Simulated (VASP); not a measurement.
A run of VASP 6.6.1 is set up as follows.

Contents of INCAR:

```
ALGO = Normal
EDIFF = 1E-7
EDIFFG = -0.005
ENCUT = 600
GGA = PE
IBRION = 2
ISIF = 3
ISMEAR = 1
KPAR = 2
LASPH = True
LCHARG = False
LREAL = False
LWAVE = False
NELM = 80
NSW = 90
PREC = Accurate
SIGMA = 0.1
```

The input KPOINTS:

```
k-points
0
Gamma
  14 14 14
```

Contents of POSCAR:

```
HfN                                     
1.0
   -0.0000000000      2.2670663808      2.2670663808
    2.2670663808      0.0000000000      2.2670663808
    2.2670663808      2.2670663808      0.0000000000
  Hf              N             
     1     1
Direct
     0.0000000000000000    0.0000000000000000    0.0000000000000000
     0.5000000000000000    0.5000000000000000    0.5000000000000000
```

Potentials or basis: VASP PAW PBE potentials, release 64 (Hf_pv, N).

Launch:

```sh
$ cat potpaw_PBE.64/Hf_pv/POTCAR potpaw_PBE.64/N/POTCAR > POTCAR
$ mpirun -np 2 vasp_std > vasp.out
```

Question: Estimate the band gap on the k mesh.

Answer: None (metal or under the smearing width).

Final structure:
```
Hf N
1.0
     0.00000    2.26707    2.26707
     2.26707    0.00000    2.26707
     2.26707    2.26707    0.00000
Hf N
1 1
Direct
  0.00000 0.00000 0.00000
  0.50000 0.50000 0.50000
```

Caveat: the relaxation stopped at its first step, so nothing moved. Spin-orbit coupling is left out, which matters for the levels of Hf.
